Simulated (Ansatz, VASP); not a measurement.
# Sn23PO48 (P_Sn): VASP beside Ansatz

Aim: how closely do two programs agree when they are given the same cell, functional and k mesh? Of the first pair: The structure shown is the start of the Ansatz relaxation below; VASP solves that cell, so the two are compared at the walk's first step.

Calculated with Ansatz 0.2.0; plane waves, with VASP 6.6.1 beside it; single point at r2SCAN.

## 1. Set-up

The cell holds 72 atoms: 23 Sn, 48 O and 1 P. Its edges and angles: a = 9.516 Å, b = 9.516 Å, c = 9.602 Å, α = 90.0°, β = 90.0°, γ = 90.0°. It derives from SnO2 (SnO2 (P4_2/mnm)). Nearest the centre at fractional (0.500, 0.500, 0.667): P72 at 0.05 Å, O45 at 2.03 Å, O52 at 2.04 Å, O56 at 2.07 Å, O70 at 2.07 Å, O35 at 2.07 Å, O41 at 2.10 Å, Sn22 at 3.17 Å. The cell carries charge −1.

## 2. Ansatz: relaxation, r2SCAN

Ansatz runs on its PAW soft_1 files.

The two programs are compared at the cell with which this relaxation starts, whose forces are those of its first step.

input.yaml

```yaml
crystal:
  lattice:
    - [9.51550307, 0.0, 0.0]
    - [0.0, 9.51550307, 0.0]
    - [0.0, 0.0, 9.60204439]
  atoms:
    - { symbol: Sn, position: [0.25, 0.25, 0.16666667] }
    - { symbol: Sn, position: [0.0, 0.0, 0.0] }
    - { symbol: O, position: [0.09702862, 0.40297138, 0.16666667] }
    - { symbol: O, position: [0.40297138, 0.09702862, 0.16666667] }
    - { symbol: O, position: [0.15297138, 0.15297138, 0.0] }
    - { symbol: O, position: [0.34702862, 0.34702862, 0.0] }
    - { symbol: Sn, position: [0.25, 0.25, 0.5] }
    - { symbol: Sn, position: [0.0, 0.0, 0.33333333] }
    - { symbol: O, position: [0.09702862, 0.40297138, 0.5] }
    - { symbol: O, position: [0.40297138, 0.09702862, 0.5] }
    - { symbol: O, position: [0.15297138, 0.15297138, 0.33333333] }
    - { symbol: O, position: [0.34702862, 0.34702862, 0.33333333] }
    - { symbol: Sn, position: [0.25, 0.25, 0.83333333] }
    - { symbol: Sn, position: [0.0, 0.0, 0.66666667] }
    - { symbol: O, position: [0.09702862, 0.40297138, 0.83333333] }
    - { symbol: O, position: [0.40297138, 0.09702862, 0.83333333] }
    - { symbol: O, position: [0.15297138, 0.15297138, 0.66666667] }
    - { symbol: O, position: [0.34702862, 0.34702862, 0.66666667] }
    - { symbol: Sn, position: [0.25, 0.75, 0.16666667] }
    - { symbol: Sn, position: [0.0, 0.5, 0.0] }
    - { symbol: O, position: [0.09702862, 0.90297138, 0.16666667] }
    - { symbol: O, position: [0.40297138, 0.59702862, 0.16666667] }
    - { symbol: O, position: [0.15297138, 0.65297138, 0.0] }
    - { symbol: O, position: [0.34702862, 0.84702862, 0.0] }
    - { symbol: Sn, position: [0.25, 0.75, 0.5] }
    - { symbol: Sn, position: [0.0, 0.5, 0.33333333] }
    - { symbol: O, position: [0.09702862, 0.90297138, 0.5] }
    - { symbol: O, position: [0.40297138, 0.59702862, 0.5] }
    - { symbol: O, position: [0.15297138, 0.65297138, 0.33333333] }
    - { symbol: O, position: [0.34702862, 0.84702862, 0.33333333] }
    - { symbol: Sn, position: [0.25, 0.75, 0.83333333] }
    - { symbol: Sn, position: [0.0, 0.5, 0.66666667] }
    - { symbol: O, position: [0.09702862, 0.90297138, 0.83333333] }
    - { symbol: O, position: [0.40297138, 0.59702862, 0.83333333] }
    - { symbol: O, position: [0.15297138, 0.65297138, 0.66666667] }
    - { symbol: O, position: [0.34702862, 0.84702862, 0.66666667] }
    - { symbol: Sn, position: [0.75, 0.25, 0.16666667] }
    - { symbol: Sn, position: [0.5, 0.0, 0.0] }
    - { symbol: O, position: [0.59702862, 0.40297138, 0.16666667] }
    - { symbol: O, position: [0.90297138, 0.09702862, 0.16666667] }
    - { symbol: O, position: [0.65297138, 0.15297138, 0.0] }
    - { symbol: O, position: [0.84702862, 0.34702862, 0.0] }
    - { symbol: Sn, position: [0.75, 0.25, 0.5] }
    - { symbol: Sn, position: [0.5, 0.0, 0.33333333] }
    - { symbol: O, position: [0.59702862, 0.40297138, 0.5] }
    - { symbol: O, position: [0.90297138, 0.09702862, 0.5] }
    - { symbol: O, position: [0.65297138, 0.15297138, 0.33333333] }
    - { symbol: O, position: [0.84702862, 0.34702862, 0.33333333] }
    - { symbol: Sn, position: [0.75, 0.25, 0.83333333] }
    - { symbol: Sn, position: [0.5, 0.0, 0.66666667] }
    - { symbol: O, position: [0.59702862, 0.40297138, 0.83333333] }
    - { symbol: O, position: [0.90297138, 0.09702862, 0.83333333] }
    - { symbol: O, position: [0.65297138, 0.15297138, 0.66666667] }
    - { symbol: O, position: [0.84702862, 0.34702862, 0.66666667] }
    - { symbol: Sn, position: [0.75, 0.75, 0.16666667] }
    - { symbol: Sn, position: [0.5, 0.5, 0.0] }
    - { symbol: O, position: [0.59702862, 0.90297138, 0.16666667] }
    - { symbol: O, position: [0.90297138, 0.59702862, 0.16666667] }
    - { symbol: O, position: [0.65297138, 0.65297138, 0.0] }
    - { symbol: O, position: [0.84702862, 0.84702862, 0.0] }
    - { symbol: Sn, position: [0.75, 0.75, 0.5] }
    - { symbol: Sn, position: [0.5, 0.5, 0.33333333] }
    - { symbol: O, position: [0.59702862, 0.90297138, 0.5] }
    - { symbol: O, position: [0.90297138, 0.59702862, 0.5] }
    - { symbol: O, position: [0.65297138, 0.65297138, 0.33333333] }
    - { symbol: O, position: [0.84702862, 0.84702862, 0.33333333] }
    - { symbol: Sn, position: [0.75, 0.75, 0.83333333] }
    - { symbol: P, position: [0.5, 0.5, 0.66666667] }
    - { symbol: O, position: [0.59702862, 0.90297138, 0.83333333] }
    - { symbol: O, position: [0.90297138, 0.59702862, 0.83333333] }
    - { symbol: O, position: [0.65297138, 0.65297138, 0.66666667] }
    - { symbol: O, position: [0.84702862, 0.84702862, 0.66666667] }
  host:
    repeats: [2, 2, 3]
    atoms:
      - { symbol: Sn, position: [0.5, 0.5, 0.5] }
      - { symbol: Sn, position: [0.0, 0.0, 0.0] }
      - { symbol: O, position: [0.19405723, 0.80594277, 0.5] }
      - { symbol: O, position: [0.80594277, 0.19405723, 0.5] }
      - { symbol: O, position: [0.30594277, 0.30594277, 0.0] }
      - { symbol: O, position: [0.69405723, 0.69405723, 0.0] }
total_charge: -1
basis:
  ecutwfc: 500
  xc_grid: 2
hamiltonian:
  xc: r2scan
  pseudopotentials: { kind: paw, azcp: { folder: soft_1 } }
kpoints:
  mp_grid: { grid: [1, 1, 1], shift: [0.25, 0.25, 0.25] }
scf:
  occupations: { method: fixed }
  max_iter: 100
output:
  forces: true
  charged_corrections:
    epsilon: [4.6, 4.6, 4.91]
    static_epsilon: [13.48, 13.48, 10.42]
    defect_position: [0.5, 0.5, 0.666667]
relax:
  f_tol: 0.02
  max_steps: 80
  random_displacement: { amplitude: 0.05, seed: 8391 }
checkpoint:
  write: "../qm1.relax.run"
  compress: false
  write_wavefunctions: true
  write_every: 100000
```

Launch:

```sh
$ ansatz run input.yaml --threads 8 --pin off --max-ram 15073MiB --backend cpu --events-out ev --progress --plain --runs-dir out
```

Numbers of over 12 decimals in the logs are rounded to 6 here.

What it wrote:

```text
Engine: ansatz 0.2.0, aarch64-unknown-linux-gnu
Pseudopotentials: kind: paw
Pseudopotential: Sn, paw, valence charge 14, recommended cutoff 500 eV (meta_gga), soft_1/Sn.paw.azcp
Pseudopotential: O, paw, valence charge 6, recommended cutoff 500 eV (meta_gga), soft_1/O.paw.azcp
Pseudopotential: P, paw, valence charge 5, recommended cutoff 500 eV (meta_gga), soft_1/P.paw.azcp
Functional definition: r2SCAN
  parameter k0 = 0.174
  parameter k1 = 0.065
  parameter a1 = 4.9479
  exchange = r2scan_x(k0 = k0, k1 = k1, a1 = a1)
  correlation = r2scan_c
Crystal: 72 atoms, lattice volume = 869.415 Å³
Basis set: ecut = 500 eV, 22119 PW (Γ), exchange–correlation on 144×144×144 points (8 copies of the dense FFT grid, shifted against one another)
Bands: 380, of which v1, the nominal top of the filled ones, is band 308 counted from 1 (307 counted from 0)
Symmetry: 1 space group operations
k-points: 1
Non-local potential: Sn, projectors of the file, l = 0: 2, l = 1: 2, l = 2: 2, l = 3: 1
Non-local potential: O, projectors of the file, l = 0: 2, l = 1: 2, l = 2: 1
Non-local potential: P, projectors of the file, l = 0: 2, l = 1: 2, l = 2: 1
PAW form: soft (Blöchl's): semilocal exchange-correlation on the pseudo side does not see the compensation charge
PAW frozen core: Sn, regenerated for the run's functional (the file was generated under x = pbe(κ = 0.804, μ = 0.219515), c = pbe(β = 0.066725))
PAW frozen core: O, regenerated for the run's functional (the file was generated under x = pbe(κ = 0.804, μ = 0.219515), c = pbe(β = 0.066725))
PAW frozen core: P, regenerated for the run's functional (the file was generated under x = pbe(κ = 0.804, μ = 0.219515), c = pbe(β = 0.066725))
PAW one-centre angular grid: Sn, 590 points (default); XC on 160 Gauss nodes
PAW one-centre angular grid: O, 302 points (default); XC on 160 Gauss nodes
PAW one-centre angular grid: P, 302 points (default); XC on 160 Gauss nodes
Initial density: superposition of atomic densities (chi_scale 0.1, normalization cell, long waves kept (reshape's long-wave potential 0.25 eV rms))
Initial wavefunctions: pseudopotential atomic-orbital guess
Functional: x = r2scan, c = r2scan; τ floored in thin density (d = 2e-4 eV/Å³)
SCF iter   1: F=—  HF=-166938.561546 eV  |F-HF|=—  |Δ(HF+E_count)|=         —  Δρ=8.20e-2  dr2=5.56e1  dr2_τ=6.18e0  ethr=3.10e-3  ⟨swp⟩=5.0  Hψ=1234  notcnv=0  defer=69
preconditioner: auto → Resta (q_TF=auto, 2.576 Å⁻¹)  ε∞=3.2  [insulator: Δε(μ)=0.975 eV  Ē_g=20.891 eV  n_scr=250 (ndim 8)  ℏωp=31.3 eV  f_vac=0.000  ε∞_Penn≈3.2]
SCF iter   2: F=—  HF=-166933.346828 eV  |F-HF|=—  |Δ(HF+E_count)|=    5.21e0  Δρ=4.09e-2  dr2=8.16e0  dr2_τ=8.87e-1  ethr=3.10e-3  ⟨swp⟩=2.0  Hψ=607  notcnv=0  defer=69
SCF iter   3: F=—  HF=-166934.736445 eV  |F-HF|=—  |Δ(HF+E_count)|=    1.39e0  Δρ=1.87e-2  dr2=1.96e0  dr2_τ=1.65e-1  ethr=1.32e-3  ⟨swp⟩=3.0  Hψ=732  notcnv=0  defer=69
SCF iter   4: F=—  HF=-166934.981043 eV  |F-HF|=—  |Δ(HF+E_count)|=   2.45e-1  Δρ=7.18e-3  dr2=3.87e-1  dr2_τ=5.43e-2  ethr=3.18e-4  ⟨swp⟩=3.0  Hψ=491  notcnv=0  defer=70
SCF iter   5: F=—  HF=-166934.945851 eV  |F-HF|=—  |Δ(HF+E_count)|=   3.52e-2  Δρ=1.60e-3  dr2=1.36e-2  dr2_τ=1.86e-3  ethr=6.28e-5  ⟨swp⟩=3.0  Hψ=583  notcnv=0  defer=70
SCF iter   6: F=—  HF=-166934.951652 eV  |F-HF|=—  |Δ(HF+E_count)|=   5.80e-3  Δρ=5.24e-4  dr2=1.87e-3  dr2_τ=2.13e-4  ethr=2.20e-6  ⟨swp⟩=2.0  Hψ=495  notcnv=0  defer=70
SCF iter   7: F=—  HF=-166934.953056 eV  |F-HF|=—  |Δ(HF+E_count)|=   1.40e-3  Δρ=1.92e-4  dr2=2.38e-4  dr2_τ=2.65e-5  ethr=3.03e-7  ⟨swp⟩=3.0  Hψ=506  notcnv=0  defer=70
SCF iter   8: F=—  HF=-166934.953116 eV  |F-HF|=—  |Δ(HF+E_count)|=   5.97e-5  Δρ=9.31e-5  dr2=6.42e-5  dr2_τ=8.11e-6  ethr=3.87e-8  ⟨swp⟩=3.0  Hψ=529  notcnv=0  defer=70
SCF iter   9: F=-166934.953110 eV  HF=-166934.953110 eV  |F-HF|=3.94e-7  |Δ(HF+E_count)|=   6.27e-6  Δρ=1.60e-5  dr2=1.65e-6  dr2_τ=1.66e-7  ethr=1.62e-9  ⟨swp⟩=3.0  Hψ=1313  notcnv=0
SCF 1 converged in 9 iterations: F = -166934.953110 eV  dr2 = 1.65e-6
  greatest PAW one-centre occupation: 0.996 electrons in one spin orbital (limit 2), on the Sn atom at site 60 (counted from 0), in its partial waves of l = 2
relax step   1: F+E_penalty+E_count = -166934.95311008 eV  Δ(F+E_penalty+E_count) = +0.000e0 eV  max|allowed force component| = 2.049e0 eV/Å  Δτ_max = 0.0000 Å  (9 SCF iters, dr2 threshold 1.00e-5 eV, accepted)
Initial density: handed on by an earlier stage of this run
Initial wavefunctions: those handed on with the density
iter 1 solved again at ethr=9.86e-5 eV; its pass at ethr=3.10e-3 eV (dr2=6.07e-1 eV) is discarded
SCF iter   1: F=—  HF=-166935.966852 eV  |F-HF|=—  |Δ(HF+E_count)|=         —  Δρ=1.12e-2  dr2=6.30e-1  dr2_τ=5.49e0  ethr=9.86e-5  ⟨swp⟩=2.0  Hψ=1210  notcnv=0  defer=70
[...]
--- Relaxed structure (10 steps of the walk, 9 accepted, 0 SCFs on fresh bases) ---
  F+E_penalty+E_count = -166937.59573168 eV   max|allowed force component| = 1.189e-2 eV/Å
  atoms:
    - { symbol: Sn, position: [0.248804, 0.248824, 0.166397] }
    - { symbol: Sn, position: [0.0001217, 0.000154564, -0.00137253] }
    - { symbol: O, position: [0.095074, 0.401028, 0.166401] }
    - { symbol: O, position: [0.400994, 0.095087, 0.166369] }
    - { symbol: O, position: [0.154046, 0.154129, -0.0028524] }
    - { symbol: O, position: [0.349228, 0.349207, -0.000209726] }
    - { symbol: Sn, position: [0.255077, 0.255104, 0.501183] }
    - { symbol: Sn, position: [6.40173463492351e-5, 7.152711572163706e-5, 0.334047] }
    - { symbol: O, position: [0.099792, 0.404702, 0.500533] }
    - { symbol: O, position: [0.404653, 0.099796, 0.500501] }
    - { symbol: O, position: [0.154018, 0.154077, 0.335090] }
    - { symbol: O, position: [0.349238, 0.349240, 0.333657] }
    - { symbol: Sn, position: [0.255247, 0.255274, 0.831582] }
    - { symbol: Sn, position: [9.144704876130866e-5, 0.000134053, 0.666339] }
    - { symbol: O, position: [0.099782, 0.404708, 0.832230] }
    - { symbol: O, position: [0.404669, 0.099797, 0.832197] }
    - { symbol: O, position: [0.158187, 0.158258, 0.666179] }
    - { symbol: O, position: [0.365601, 0.365618, 0.666663] }
    - { symbol: Sn, position: [0.251847, 0.748358, 0.166337] }
    - { symbol: Sn, position: [9.521331349125315e-5, 0.500099, -0.00103144] }
    - { symbol: O, position: [0.098290, 0.901908, 0.166324] }
    - { symbol: O, position: [0.404220, 0.596004, 0.166363] }
    - { symbol: O, position: [0.158879, 0.648116, -0.00337595] }
    - { symbol: O, position: [0.352072, 0.841322, -0.00288501] }
    - { symbol: Sn, position: [0.252440, 0.747852, 0.502780] }
    - { symbol: Sn, position: [0.000104899, 0.500157, 0.333746] }
    - { symbol: O, position: [0.097986, 0.902233, 0.500374] }
    - { symbol: O, position: [0.412358, 0.587559, 0.528350] }
    - { symbol: O, position: [0.158870, 0.648150, 0.335519] }
    - { symbol: O, position: [0.352086, 0.841336, 0.336017] }
    - { symbol: Sn, position: [0.252378, 0.747772, 0.829877] }
    - { symbol: Sn, position: [9.79846251529498e-5, 0.500119, 0.666351] }
    - { symbol: O, position: [0.097951, 0.902203, 0.832294] }
    - { symbol: O, position: [0.412677, 0.587818, 0.804321] }
    - { symbol: O, position: [0.149404, 0.654861, 0.666055] }
    - { symbol: O, position: [0.345338, 0.850852, 0.666590] }
    - { symbol: Sn, position: [0.748352, 0.251870, 0.166397] }
    - { symbol: Sn, position: [0.500056, 9.776441079253705e-5, -0.0010324] }
[...]
- { symbol: Sn, position: [0.747829, 0.252459, 0.502835] }
    - { symbol: Sn, position: [0.500124, 0.000119724, 0.333746] }
[...]
- { symbol: Sn, position: [0.747723, 0.252407, 0.829941] }
    - { symbol: Sn, position: [0.500096, 0.000116135, 0.666353] }
[...]
- { symbol: Sn, position: [0.751386, 0.751412, 0.166314] }
    - { symbol: Sn, position: [0.500109, 0.500088, -0.00617957] }
[...]
- { symbol: Sn, position: [0.744953, 0.744974, 0.501134] }
    - { symbol: Sn, position: [0.500092, 0.500136, 0.338907] }
    - { symbol: O, position: [0.595523, 0.900437, 0.500527] }
    - { symbol: O, position: [0.900385, 0.595507, 0.500499] }
    - { symbol: O, position: [0.651006, 0.650996, 0.332945] }
    - { symbol: O, position: [0.846117, 0.846139, 0.335543] }
    - { symbol: Sn, position: [0.745070, 0.745093, 0.831490] }
    - { symbol: P, position: [0.500058, 0.500107, 0.666333] }
    - { symbol: O, position: [0.595532, 0.900453, 0.832210] }
    - { symbol: O, position: [0.900399, 0.595526, 0.832173] }
    - { symbol: O, position: [0.634568, 0.634597, 0.666011] }
    - { symbol: O, position: [0.841996, 0.842011, 0.666528] }
```

In the SCF lines HF is the Harris–Foulkes energy and dr2 the Hartree energy of the density residual, in eV; the loop may stop once dr2 is under the threshold and the program's other checks hold. Hψ counts applications of the Hamiltonian.

(Part 1 of 3 ends here.)

[Lines on the potential files, build, host, timing and source positions are cut from VASP's logs without a mark.]

[Logs are printed without paths, hosts, clocks, repeated set-up lines and the standing remarks that a program may print on its own settings, such as how far it seeks lower states.]

[Hosts, paths, dates, database ids (printed as entryN), source tags and the programs' standing remarks are cut or masked in the printed files.]
